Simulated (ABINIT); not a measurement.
The system is AgBr.

```xyz
2
Lattice="0.0000 2.8702 2.8702 2.8702 0.0000 2.8702 2.8702 2.8702 0.0000" Properties=species:S:1:pos:R:3 pbc="T T T"
Ag    0.0000    0.0000    0.0000
Br    2.8702    2.8702    2.8702
```

| Property | Result |
| --- | --- |
| Program | ABINIT 10.8.3 (patched build) |
| Task | single point |
| Functional | PBE |
| Potentials or basis | JTH PAW PBE v2.0 |
| Cutoff | 463 eV |
| k mesh | 8 × 8 × 8 |
| Occupations | fermi-dirac, width 0.05 eV |
| Spin | no spin polarisation |

On this cell: pressure 2.3 GPa; largest force zero by symmetry; band gap on the k mesh 0.67 eV, indirect (least direct gap 2.60 eV).

The same run follows on a disturbed copy (atoms moved at random, drawn with an rms of 0.05 Å):

```
Ag Br
1.0
     0.00000    2.87015    2.87015
     2.87015    0.00000    2.87015
     2.87015    2.87015    0.00000
Ag Br
1 1
Cartesian
  0.0018 0.0285 0.0058
  2.8517 2.9138 2.8666
```

Q: What changes?

A: The energy moves by +0.2 meV/atom; pressure 2.4 GPa; largest force 0.035 eV/Å; band gap on the k mesh 0.67 eV, indirect (least direct gap 2.59 eV).

Forces in eV/Å, atoms in the order of the input:
```
Ag  -0.026  0.020 -0.012
Br   0.026 -0.020  0.012
```

A k mesh can miss the band edges.
